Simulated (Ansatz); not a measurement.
# CdSe (Cadmoselite) (P6_3mc) in Ansatz: atomic charges with RPBE+D4

Aim: the atomic charges of CdSe (Cadmoselite) with RPBE+D4.

All numbers are computed with Ansatz 0.2.0; they aren't measurements. Logs are shortened: lines on timing, memory, paths and dates and some standing lists are left out, and cuts for length are marked.

### Step 1. The structure

It takes space group P6_3mc (No. 186, hexagonal). Conventional cell: a = 4.300 Å, b = 4.300 Å, c = 7.020 Å, α = 90.00°, β = 90.00°, γ = 120.00°. Cd (site symmetry 3m) has 4 Se at 2.61 to 2.70 Å as nearest neighbours. Around Se (site symmetry 3m) lie 4 Cd at 2.61 to 2.70 Å.

### Step 2. Atomic charges, RPBE+D4

input.yaml

```yaml
crystal:
  lattice: { a: 4.3, b: 4.3, c: 7.02, alpha: 90.0, beta: 90.0, gamma: 120.0 }
  space_group: 186
  setting: { hermann_mauguin: P63mc }
  reduce_to_primitive: true
  atoms:
    - { symbol: Cd, position: [0.6666666667, 0.3333333333, 0.5] }
    - { symbol: Se, position: [0.6666666667, 0.3333333333, 0.885] }
kpoints:
  mp_grid: { kspacing: 0.25 }
scf:
  occupations: { method: fixed }
hamiltonian:
  xc: rpbe
  dispersion: d4
  pseudopotentials: { kind: all_electron, lapw: { basis_error: 0.01 } }
output:
  forces: true
  stress: true
  eigenvalues: true
  populations: true
```

Potentials or basis: all-electron LAPW, scalar-relativistic.

Run with:

```sh
ansatz run input.yaml --threads 2 --pin off --max-ram 6144MiB --backend cpu --events-out ev --progress --plain --runs-dir out
```

The program printed:

```text
Warning: RAYON_NUM_THREADS=2 ignored (pool sized by the plan → 2); use --threads N
crystal.space_group: 186 is read as P63mc: the typed cell holds Cd2Se2 (Cd 2b, Se 2b). Least distances (Å): Cd–Cd 4.299, Cd–Se 2.611, Se–Se 4.299
crystal.space_group generates its sites in this order, which a site index counts, at these fractional coordinates of the primitive cell where crystal.reduce_to_primitive is true, and else of the cell that is read (crystal.supercell repeats the list replica by replica, and crystal.defects acts on that): 0: Cd [0.666667, 0.333333, 0.500000]; 1: Cd [0.333333, 0.666667, 0.000000]; 2: Se [0.666667, 0.333333, 0.885000]; 3: Se [0.333333, 0.666667, 0.385000];
Cd: projections on atomic orbitals take those of the free atom 1s2 2s2 2p6 3s2 3p6 3d10 4s2 4p6 4d10 5s2, of charge +0.00 (hamiltonian.pseudopotentials.projection_atoms)
Se: projections on atomic orbitals take those of the free atom 1s2 2s2 2p6 3s2 3p6 3d10 4s2 4p4, of charge +0.00 (hamiltonian.pseudopotentials.projection_atoms)
LAPW: plane waves up to 7.403 Å⁻¹, error target 1.0e-2 eV per atom; small_component_spin mean_spin; Se in spheres of 1.240 Å, 24 of its electrons in bands, Dirac shells []; Cd in spheres of 1.371 Å, 20 of its electrons in bands, Dirac shells [] (how accurate: hamiltonian.pseudopotentials.lapw.basis_error, Limitations)
Engine: ansatz 0.2.0, x86_64-unknown-linux-gnu
Pseudopotentials: kind: all_electron
Pseudopotential: Cd, LAPW, valence charge 20, lapw/all_electron/scalar/gaussian/Cd, Koelling and Harmon's equation, gaussian nucleus
Pseudopotential: Se, LAPW, valence charge 24, lapw/all_electron/scalar/gaussian/Se, Koelling and Harmon's equation, gaussian nucleus
Functional definition: RPBE
  parameter kappa = 0.804
  parameter beta = 0.06672455060314922
  exchange = rpbe_x(kappa = kappa, mu = beta*pi^2/3)
  correlation = pbe_c(beta = beta)
davidson cushion auto → on  (no smearing: the cushion is to keep the highest requested band from converging to the state above it; pin scf.eigensolver.cushion to override)
Crystal: 4 atoms, lattice volume = 112.410 Å³
Basis set: ecut = 208.80675057331436 eV, 761 PW (Γ), exchange–correlation at level 2
Bands: 53, of which v1, the nominal top of the filled ones, is band 44 counted from 1 (43 counted from 0)
Symmetry: 12 space group operations
Space group: P63mc (ITA 186), of the structure as read, at distance tolerance 4.8e-5 Å
k-points: 24 of 196 (time reversal used)
Non-local potential: Cd, projectors of the file, none
Non-local potential: Se, projectors of the file, none
Initial density: superposition of atomic densities (chi_scale 0.1, normalization cell, long waves kept (reshape's long-wave potential 0.00 eV rms))
Initial wavefunctions: plane waves of lowest kinetic energy (no species holds an atomic orbital)
Functional: x = rpbe, c = pbe(β = 0.06672455060314922)
iter 1 solved again at ethr=2.46e-3 eV; its pass at ethr=1.00e-1 eV (dr2=2.16e0 eV) is discarded
SCF iter   1: F=—  HF=-436756.426600 eV  |F-HF|=—  |Δ(HF+E_count)|=         —  Δρ=3.00e-2  dr2=2.16e0  ethr=2.46e-3  ⟨swp⟩=2.0  Hψ=7876  notcnv=0
preconditioner: auto → Resta (q_TF=auto, 2.619 Å⁻¹)  ε∞=4.0  [insulator: Δε(μ)=1.291 eV  Ē_g=12.230 eV  n_scr=34 (ndim 8)  ℏωp=21.0 eV  f_vac=0.214  ε∞_Penn≈4.0]
SCF iter   2: F=—  HF=-436755.726028 eV  |F-HF|=—  |Δ(HF+E_count)|=   7.01e-1  Δρ=1.38e-2  dr2=4.33e-1  ethr=2.46e-3  ⟨swp⟩=2.0  Hψ=3864  notcnv=0
SCF iter   3: F=—  HF=-436755.664984 eV  |F-HF|=—  |Δ(HF+E_count)|=   6.10e-2  Δρ=6.84e-3  dr2=1.05e-1  ethr=4.92e-4  ⟨swp⟩=2.0  Hψ=3864  notcnv=0
iter 4 solved again at ethr=7.99e-6 eV; its pass at ethr=1.20e-4 eV (dr2=7.04e-3 eV) is discarded
SCF iter   4: F=—  HF=-436755.660291 eV  |F-HF|=—  |Δ(HF+E_count)|=   4.69e-3  Δρ=2.08e-3  dr2=7.03e-3  ethr=7.99e-6  ⟨swp⟩=2.0  Hψ=6701  notcnv=0
SCF iter   5: F=—  HF=-436755.666424 eV  |F-HF|=—  |Δ(HF+E_count)|=   6.13e-3  Δρ=5.60e-4  dr2=4.93e-4  ethr=7.98e-6  ⟨swp⟩=3.1  Hψ=4215  notcnv=0
SCF iter   6: F=—  HF=-436755.667724 eV  |F-HF|=—  |Δ(HF+E_count)|=   1.30e-3  Δρ=2.86e-4  dr2=1.82e-4  ethr=5.60e-7  ⟨swp⟩=4.0  Hψ=4300  notcnv=0  defer=1
SCF iter   7: F=—  HF=-436755.668300 eV  |F-HF|=—  |Δ(HF+E_count)|=   5.75e-4  Δρ=1.19e-4  dr2=3.33e-5  ethr=2.07e-7  ⟨swp⟩=4.0  Hψ=4476  notcnv=0
SCF iter   8: F=—  HF=-436755.668488 eV  |F-HF|=—  |Δ(HF+E_count)|=   1.88e-4  Δρ=3.23e-5  dr2=2.17e-6  ethr=3.78e-8  ⟨swp⟩=4.2  Hψ=4650  notcnv=0
SCF iter   9: F=—  HF=-436755.668495 eV  |F-HF|=—  |Δ(HF+E_count)|=   6.30e-6  Δρ=9.84e-6  dr2=1.71e-7  ethr=2.46e-9  ⟨swp⟩=4.1  Hψ=4623  notcnv=0
SCF iter  10: F=-436755.668495 eV  HF=-436755.668495 eV  |F-HF|=7.58e-8  |Δ(HF+E_count)|=   3.55e-7  Δρ=4.00e-6  dr2=2.16e-8  ethr=1.95e-10  ⟨swp⟩=4.0  Hψ=4623  notcnv=0
SCF 1 converged in 10 iterations: F = -436755.668495 eV  dr2 = 2.16e-8
SCF converged after 10 iterations
Free energy (F): -436755.668495 eV
Harris-Foulkes:  -436755.668495 eV  (|F-HF|=7.58e-8)
Internal energy: -436755.668495 eV  (E = F + TS)
E sigma→0 (E₀):  -436755.668495 eV
Fermi energy:    8.290826 eV
--- Per-component energies (eV) ---
  E_band       = -4172.393356
  E_kinetic    = 454382.376260
  E_xc         = -13242.302538
  E_electrostatic = -877893.353590  (all electrons and nuclei)
  E_disp       = -2.388627  (pairwise vdW)
  E_smearing   = -0.000000  (= −TS)
  E_closure    = 0.000000  (closes the sum)
  E_atoms      = -436743.718610  (free atoms, spherical and without spin; not in F)
  Σ components = -436755.668495   (vs F -436755.668495, Δ=0.00e0)
  Basis errors (estimates in eV, not in F): energy 4.1e-3 per atom: plane waves 3.9e-3 (2.4e-3 summed), levels above the bands 0.0e0, relativity 1.1e-6, radial functions 1.6e-4, core shells 7.3e-7; eigenvalues (radial functions only) 1.5e-5; not estimated: angular momenta, meshes, grids; target (lapw.basis_error) 1.0e-2; muffin-tin radii Se 1.240 Å, Cd 1.371 Å
--- Forces (eV/Å), atoms counted from 1 ---
  atom   1  Cd     0.00000000     0.00000000     0.28422970
  atom   2  Cd     0.00000000     0.00000000     0.28422970
  atom   3  Se    -0.00000000     0.00000000    -0.28425440
  atom   4  Se     0.00000000    -0.00000000    -0.28425440
  max |Σ_I F_I| component: 4.94e-5 eV/Å
--- Stress (GPa, compression-positive) ---
        1.792526       0.000000      -0.000000
        0.000000       1.792526      -0.000000
       -0.000000      -0.000000      -0.506121
  P = ⅓ Tr σ = 1.0263 GPa (10.263 kbar)
--- Band table (eV; the first three rows and the last of 24) ---
  k-point 0: bands = ["-198.7706", "-198.7706", "-138.1428", "-138.1428", "-138.1428", "-138.1428", "-138.1328", "-138.1328", "-93.3630", "-93.3630", "-54.4312", "-54.4310", "-54.4292", "-54.4292", "-54.4292", "-54.4292", "-38.2865", "-38.2865", "-38.2865", "-38.2865", "-38.2763", "-38.2763", "-38.2763", "-38.2763", "-38.2759", "-38.2757", "-4.2515", "-3.8904", "0.3526", "0.3526", "0.4081", "0.4081", "0.4149", "0.7082", "0.7082", "0.7713", "0.7713", "1.0574", "4.1168", "7.5832", "7.5832", "8.2816", "8.2908", "8.2908", "9.1707", "10.5447", "14.2667", "14.2667", "14.5193", "15.3597", "15.3597", "16.2143", "17.7970"]
  k-point 1: bands = ["-198.7706", "-198.7706", "-138.1428", "-138.1428", "-138.1428", "-138.1428", "-138.1328", "-138.1328", "-93.3630", "-93.3630", "-54.4312", "-54.4310", "-54.4292", "-54.4292", "-54.4292", "-54.4292", "-38.2865", "-38.2865", "-38.2865", "-38.2865", "-38.2763", "-38.2763", "-38.2763", "-38.2763", "-38.2758", "-38.2757", "-4.1982", "-3.9423", "0.3587", "0.3587", "0.3980", "0.3980", "0.4575", "0.7192", "0.7192", "0.7638", "0.7638", "0.8803", "4.6196", "7.1742", "7.6799", "7.6799", "8.1796", "8.1796", "10.1488", "10.6487", "14.0973", "14.3475", "14.3475", "15.0908", "15.0908", "15.4471", "18.0672"]
  k-point 2: bands = ["-198.7706", "-198.7706", "-138.1428", "-138.1428", "-138.1428", "-138.1428", "-138.1328", "-138.1328", "-93.3630", "-93.3630", "-54.4311", "-54.4311", "-54.4292", "-54.4292", "-54.4292", "-54.4292", "-38.2866", "-38.2866", "-38.2866", "-38.2866", "-38.2763", "-38.2763", "-38.2763", "-38.2763", "-38.2758", "-38.2758", "-4.0696", "-4.0696", "0.3764", "0.3764", "0.3764", "0.3764", "0.6106", "0.6106", "0.7432", "0.7432", "0.7432", "0.7432", "5.7808", "5.7808", "7.9226", "7.9226", "7.9226", "7.9226", "10.7611", "10.7611", "14.2543", "14.2543", "14.6365", "14.6365", "14.6365", "14.6365", "18.6128"]
  k-point 23: bands = ["-198.7706", "-198.7706", "-138.1428", "-138.1428", "-138.1428", "-138.1428", "-138.1328", "-138.1328", "-93.3630", "-93.3630", "-54.4311", "-54.4311", "-54.4294", "-54.4294", "-54.4293", "-54.4293", "-38.2866", "-38.2866", "-38.2866", "-38.2866", "-38.2763", "-38.2763", "-38.2763", "-38.2763", "-38.2757", "-38.2757", "-3.7946", "-3.7946", "0.5220", "0.5220", "0.5409", "0.5409", "0.6892", "0.6892", "0.7334", "0.7334", "1.1363", "1.1363", "4.2498", "4.2498", "5.9964", "5.9964", "7.2182", "7.2182", "12.1768", "12.1768", "14.1895", "14.1895", "14.7369", "14.7369", "16.4838", "16.4838", "18.2423"]
--- Löwdin populations: 4 sites ---
  site symbol       q [e]
     0     Cd     46.7551
     1     Cd     46.7551
     2     Se     35.0649
     3     Se     35.0649
  spilling = 0.002194 (of n_electrons = 164.000000)
```

Wall time 44 s (2 threads of Intel Xeon at 2.50GHz (Skylake/Cascade Lake), shared host); peak memory 0.41 GiB.

These settings aren't checked as converged (typed here: hamiltonian.pseudopotentials.lapw.basis_error = 0.01): the numbers below hold their error.

What came out:

```yaml
Free_energy: -436755.6685 eV
Pressure: 1.0 GPa
Largest_force: 0.284 eV/Å
Band_gap_on_the_k_mesh: 0.88 eV, direct
Loewdin_charges: Cd +1.24; Se -1.06 e
```

Caveat: the atomic charges don't sum to the cell's charge.
